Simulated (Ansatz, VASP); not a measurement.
# Cross-check of MgO between VASP and Ansatz

Aim: how closely do two programs agree when they are given the same cell, functional and k mesh? The cell is taken from a series of VASP runs on this material, whose earlier steps may have relaxed, scaled or displaced it; both programs get it as it stands.

Program: Ansatz 0.2.0. Level of theory: plane waves, with VASP 6.6.1 beside it; band structure at HSE06. Results are calculated unless marked as measured.

## 1. The structure

The structure is cubic, space group Fm-3m (No. 225). Conventional cell: a = 4.201 Å, b = 4.201 Å, c = 4.201 Å, α = 90.00°, β = 90.00°, γ = 90.00°. Mg has 6 O at 2.10 Å nearest. Nearest to O lie 6 Mg at 2.10 Å. Farther neighbours and most contacts between anions are not listed.

Structure file:

```xyz
2
Lattice="0.0000 2.1007 2.1007 2.1007 0.0000 2.1007 2.1007 2.1007 0.0000" Properties=species:S:1:pos:R:3 pbc="T T T"
Mg    0.0000    0.0000    0.0000
O     2.1007    2.1007    2.1007
```

## 2. VASP: band structure, HSE06

Levels along a path test the potential and the projectors away from the mesh points.

Lines of VASP's logs that name or quote its potential files are left out, and so is its time.

The run reads the wave functions of an earlier VASP run, which isn't shown here.

Input file INCAR:

```
SYSTEM = MgO
PREC = Accurate
ENCUT = 520
EDIFF = 1E-06
NELM = 100
ISMEAR = 0
SIGMA = 0.05
LREAL = .FALSE.
ALGO = Normal
LHFCALC = .TRUE.
AEXX = 0.25
GGA = PE
HFSCREEN = 0.2
LASPH = .TRUE.
NBANDS = 10
PRECFOCK = Fast
LORBIT = 11
LWAVE = .FALSE.
LCHARG = .FALSE.
KPAR = 2
```

Input file POSCAR:

```
MgO
1.0
    0.0000000000      2.1006853663      2.1006853663
    2.1006853663      0.0000000000      2.1006853663
    2.1006853663      2.1006853663      0.0000000000
Mg O
1 1
Direct
    0.0000000000      0.0000000000      0.0000000000
    0.5000000000      0.5000000000      0.5000000000
```

Input file KPOINTS:

```
Automatic mesh
0
Gamma
6 6 6
0 0 0
```

Input file KPOINTS_OPT:

```
Line mode
6
Line-mode
Reciprocal
  0.00000000   0.00000000   0.00000000 GAMMA
  0.50000000   0.00000000   0.50000000 X

  0.50000000   0.00000000   0.50000000 X
  0.50000000   0.25000000   0.75000000 W

  0.50000000   0.25000000   0.75000000 W
  0.37500000   0.37500000   0.75000000 K

  0.37500000   0.37500000   0.75000000 K
  0.00000000   0.00000000   0.00000000 GAMMA

  0.00000000   0.00000000   0.00000000 GAMMA
  0.50000000   0.50000000   0.50000000 L

  0.50000000   0.50000000   0.50000000 L
  0.62500000   0.25000000   0.62500000 U

  0.62500000   0.25000000   0.62500000 U
  0.50000000   0.25000000   0.75000000 W

  0.50000000   0.25000000   0.75000000 W
  0.50000000   0.50000000   0.50000000 L

  0.50000000   0.50000000   0.50000000 L
  0.37500000   0.37500000   0.75000000 K

  0.62500000   0.25000000   0.62500000 U
  0.50000000   0.00000000   0.50000000 X
```

Potentials, in the order of the species: Mg and O (PBE family, release 64).

On the command line:

```bash
mpirun -np 2 vasp_std
```

Numbers of over 12 decimals in the logs are rounded to 6 here.

The program printed:

```text
[banner, memory and clock lines left out]
running    2 mpi-ranks, on    1 nodes
 distrk:  each k-point on    1 cores,    2 groups
 distr:  one band on    1 cores,    1 groups

 POSCAR found type information on POSCAR MgO
 POSCAR found :  2 types and       2 ions
 LDA part: xc-table for (Slater+PW92), standard interpolation
 found WAVECAR, reading the header
 POSCAR, INCAR and KPOINTS ok, starting setup
 FFT: planning ... GRIDC
 FFT: planning ... GRID_SOFT
 FFT: planning ... GRID
 reading WAVECAR
 the WAVECAR file was read successfully
 initial charge from wavefunction
 entering main loop
       N       E                     dE             d eps       ncg     rms          rms(c)
DAV:   1    -0.142307105692E+02   -0.14231E+02   -0.33468E-01   320   0.405E+00    0.287E-01
DAV:   2    -0.142320585770E+02   -0.13480E-02   -0.24137E-03   336   0.430E-01    0.201E-01
DAV:   3    -0.142316034459E+02    0.45513E-03   -0.39454E-04   334   0.124E-01    0.128E-01
DAV:   4    -0.142314620428E+02    0.14140E-03   -0.57633E-05   324   0.731E-02    0.780E-02
DAV:   5    -0.142314113645E+02    0.50678E-04   -0.17988E-05   322   0.526E-02    0.445E-02
DAV:   6    -0.142313948688E+02    0.16496E-04   -0.64681E-06   320   0.309E-02    0.255E-02
DAV:   7    -0.142313895102E+02    0.53586E-05   -0.22016E-06   324   0.167E-02    0.150E-02
DAV:   8    -0.142313877371E+02    0.17731E-05   -0.82870E-07   160   0.996E-03    0.902E-03
DAV:   9    -0.142313871615E+02    0.57558E-06   -0.33013E-07   162   0.698E-03
   1 F= -.14231387E+02 E0= -.14231387E+02  d E =-.218560E-13
 Start KPOINTS_OPT (optional k-point list driver)
k-point batch [1-16\60]
       N       E                     dE             ncg
DAV:   1    -0.587321217432E+02   -0.52498E+04      376
DAV:   2    -0.501596326655E+03   -0.44286E+03      354
DAV:   3    -0.514474720940E+03   -0.12878E+02      364
DAV:   4    -0.514580301381E+03   -0.10558E+00      362
DAV:   5    -0.514580552931E+03   -0.25155E-03      362
DAV:   6    -0.514580554010E+03   -0.10790E-05      380
DAV:   7    -0.514580554016E+03   -0.55093E-08      260
[...]
k-point batch [49-60\60]
       N       E                     dE             ncg
DAV:   1     0.127244840159E+04   -0.44299E+04      264
DAV:   2     0.899541057589E+03   -0.37291E+03      272
DAV:   3     0.888763419355E+03   -0.10778E+02      274
DAV:   4     0.888682599897E+03   -0.80819E-01      280
DAV:   5     0.888682401646E+03   -0.19825E-03      290
DAV:   6     0.888682401000E+03   -0.64621E-06      282
```

From OUTCAR (step 2):

```text
ion  position               nearest neighbor table
   1  0.000  0.000  0.000-   2 2.10   2 2.10   2 2.10   2 2.10   2 2.10   2 2.10
   2  0.500  0.500  0.500-   1 2.10   1 2.10   1 2.10   1 2.10   1 2.10   1 2.10

  LATTYP: Found a face centered cubic cell.
 ALAT       =     4.2013707326

 Subroutine GETGRP returns: Found 48 space group operations
 (whereof 48 operations were pure point group operations)

The static configuration has the point symmetry O_h .

 Found     16 irreducible k-points:

   k-points           NKPTS =     16   k-points in BZ     NKDIM =    216   number of bands    NBANDS=     10

   dimension x,y,z NGX =    24 NGY =   24 NGZ =   24
   dimension x,y,z NGXF=    48 NGYF=   48 NGZF=   48

   ENCUT  =  520.0 eV  38.22 Ry    6.18 a.u.   5.52  5.52  5.52*2*pi/ulx,y,z

   NELECT =       8.0000    total number of electrons

 k-points in reciprocal lattice and weights: Automatic mesh
   0.00000000  0.00000000  0.00000000       0.005
   0.16666667  0.00000000  0.00000000       0.037
   0.33333333  0.00000000  0.00000000       0.037
   0.50000000  0.00000000  0.00000000       0.019
   0.16666667  0.16666667  0.00000000       0.028
   0.33333333  0.16666667  0.00000000       0.111
   0.50000000  0.16666667  0.00000000       0.111
  -0.33333333  0.16666667  0.00000000       0.111
  -0.16666667  0.16666667  0.00000000       0.056
[...]
-0.33333333  0.33333333  0.16666667       0.111
  -0.33333333  0.50000000  0.16666667       0.056

  exchange ACFDT corr.  =         0.00000000  see jH, gK, PRB 81, 115126

 average (electrostatic) potential at core
       1 -30.6862       2 -63.3587

 E-fermi :   2.2244

 k-point     1 :       0.0000    0.0000    0.0000
  band No.  band energies     occupation
      1     -16.8849      2.00000
      2       1.9815      2.00000
      3       1.9815      2.00000
      4       1.9815      2.00000
      5       8.5243      0.00000
      6      19.8056      0.00000
      7      19.8056      0.00000
      8      19.8056      0.00000
      9      23.7533      0.00000
    ...

 k-point     2 :       0.1667    0.0000    0.0000
  band No.  band energies     occupation
      1     -16.5833      2.00000
      2       0.4086      2.00000
      3       1.7892      2.00000
      4       1.7892      2.00000
      5       9.9905      0.00000
      6      17.4509      0.00000
      7      20.4224      0.00000
      8      20.4224      0.00000
      9      24.4234      0.00000
    ...

 k-point     3 :       0.3333    0.0000    0.0000
  band No.  band energies     occupation
      1     -15.9062      2.00000
      2      -1.9477      2.00000
      3       1.4291      2.00000
      4       1.4291      2.00000
      5      11.5456      0.00000
      6      16.4877      0.00000
      7      20.6758      0.00000
      8      20.6758      0.00000
      9      25.1862      0.00000
    ...

  energy-cutoff  :      520.00
  volume of cell :       18.54
      direct lattice vectors                 reciprocal lattice vectors
     0.000000000  2.100685366  2.100685366    -0.238017558  0.238017558  0.238017558
     2.100685366  0.000000000  2.100685366     0.238017558 -0.238017558  0.238017558
     2.100685366  2.100685366  0.000000000     0.238017558  0.238017558 -0.238017558

 POSITION                                       TOTAL-FORCE (eV/Angst)
 -----------------------------------------------------------------------------------
      0.00000      0.00000      0.00000         0.000000      0.000000     -0.000000
      2.10069      2.10069      2.10069        -0.000000     -0.000000      0.000000
 -----------------------------------------------------------------------------------
    total drift:                                0.000564      0.001132      0.001092

  FREE ENERGIE OF THE ION-ELECTRON SYSTEM (eV)
  ---------------------------------------------------
  free  energy   TOTEN  =       -14.2313871615 eV

  energy  without entropy=      -14.2313871615  energy(sigma->0) =      -14.23138716

 total charge
# of ion       s       p       d       tot
------------------------------------------
    1        0.145   0.180   0.079   0.404
    2        1.546   3.590   0.000   5.136
--------------------------------------------------
tot          1.691   3.769   0.079   5.540

[... 3 further parts left out ...]
```

[end of part 1 of 2]

[Lines on the potential files, build, host, timing and source positions are cut from VASP's logs without a mark.]

[Logs are printed without paths, hosts, clocks, repeated set-up lines and the standing remarks that a program may print on its own settings, such as how far it seeks lower states.]

[Hosts, paths, dates, database ids (printed as entryN), source tags and the programs' standing remarks are cut or masked in the printed files.]
